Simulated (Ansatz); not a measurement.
# Deforming LiH

```
Li H
1.0
     0.00000    2.14485    2.14485
     2.14485    0.00000    2.14485
     2.14485    2.14485    0.00000
Li H
1 1
Cartesian
  0.0000 0.0000 0.0000
  1.0724 1.0724 1.0724
```

Atoms are numbered in the order listed.

The structure comes from a relaxation in the same program, started in the zincblende type, and has space group F-43m. Whether it is a known phase or the ground state wasn't checked.

These are results of Ansatz 0.2.0, DFT, PBE, all-electron PAW with datasets made for the crystal, scalar-relativistic, not measurements.

Settings: a Γ-centred 13×13×13 k mesh, Fermi–Dirac smearing of 0.05 eV, cutoff 240 eV (chosen by the program for this cell), no spin polarisation.

The unchanged cell is at -0.05 GPa, so energy changes include a term −P ΔV where the volume moves.

Semilocal functionals give too small gaps.

x, y and z are the Cartesian axes of the cell as listed; fractional coordinates follow a strain, and an engineering shear is twice the off-diagonal strain component.

Vzz stands for the principal value of largest size of the field-gradient tensor, whatever its axis.

With this change (equal xy, yz and zx engineering shear strains of -4 %), what becomes of the energy and stress and forces and field gradients and gap?

Energy change +5 meV/atom; stress change (xx, yy, zz, yz, xz, xy) 0.15, 0.15, 0.15, 1.54, 1.54, 1.54 GPa, compression positive; change of the force on H2 (0.079, 0.079, 0.079) eV/Å; Vzz in 10²¹ V/m²: Li1 0 → -0.03 (η = 0.00), H2 0 → 0.05 (η = 0.00); gap on the k mesh 4.33 → 4.18 eV.

With this change (equal xy, yz and zx engineering shear strains of +3 %), what becomes of the energy and stress and forces and field gradients and gap?

Energy change +3 meV/atom; stress change (xx, yy, zz, yz, xz, xy) 0.08, 0.08, 0.08, -1.08, -1.08, -1.08 GPa, compression positive; change of the force on H2 (-0.040, -0.040, -0.040) eV/Å; Vzz in 10²¹ V/m²: Li1 0 → 0.02 (η = 0.00), H2 0 → -0.03 (η = 0.00); gap on the k mesh 4.33 → 4.04 eV.

With this change (atom 2 (H) moved by (0.0500, 0.0000, 0.0000) Å), what becomes of the energy and stress and forces and field gradients and gap?

Energy change +1 meV/atom; stress change (xx, yy, zz, yz, xz, xy) -0.02, 0.06, 0.06, -0.64, 0.00, 0.00 GPa, compression positive; change of the force on H2 (-0.112, 0.000, 0.000) eV/Å; Vzz in 10²¹ V/m²: Li1 0 → -0.03 (η = 0.94), H2 0 → 0.05 (η = 0.90); gap on the k mesh 4.33 → 4.22 eV.

What force constant does this one finite step give for H2 along its displacement (all its periodic images move with it)?

k = −ΔF·u/|u|² = 2.23 eV/Å², so the force pulls the atom back.
